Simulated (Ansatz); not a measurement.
**TaN: pressure against volume, fitted**

```
CELL_PARAMETERS angstrom
5.18500 0.00000 0.00000
-2.59250 4.49034 0.00000
0.00000 0.00000 2.90800
ATOMIC_POSITIONS crystal
Ta 0.00000 0.00000 0.00000
Ta 0.33333 0.66667 0.50000
Ta 0.66667 0.33333 0.50000
N 0.50000 0.00000 0.00000
N 0.50000 0.50000 0.00000
N 0.00000 0.50000 0.00000
```

Atoms are numbered in the order listed.

The conventional cell has a = 5.185 Å, b = 5.185 Å, c = 2.908 Å, α = 90.00°, β = 90.00°, γ = 120.00°. Ta (atom 1) is surrounded by 6 N at 2.59 Å and 2 Ta at 2.91 Å. Around Ta (atom 2) lie 6 N at 2.09 Å. Around N (atom 4) lie 4 Ta at 2.09 Å.

The geometry is COD entry 1539256, unchecked; take it as a test cell.

No spin–orbit coupling, which matters for the heavy atoms here.

Computed with DFT, PBE, all-electron LAPW, scalar-relativistic in Ansatz 0.2.0.

Numerical set-up: a Γ-centred 5×5×8 k mesh, Fermi–Dirac smearing of 0.03 eV, basis error target 0.5 meV/atom, no spin polarisation.

The cell is scaled evenly. Fractional coordinates are held (clamped ions).

```
V (Å³/atom)  P (GPa)
     10.833    25.53
     11.059    17.58
     11.171    13.90
     11.284    10.40
     11.397     7.07
     11.510     3.92
     11.736    -1.94
     11.961    -7.22
```

Fit a third-order Birch–Murnaghan curve to the pressures.

P = (3B0/2)(y^(7/2) − y^(5/2))[1 + (3/4)(B0′ − 4)(y − 1)] with y = (V0/V)^(2/3) fits within 0.01 GPa for V0 = 11.658 Å³/atom, B0 = 297.4 GPa and B0′ = 4.24.

Predict the pressure at the withheld volume, 10.607 Å³/atom.

There y = 1.0650, so the fit gives 34.36 GPa; the run gave 34.35 GPa.
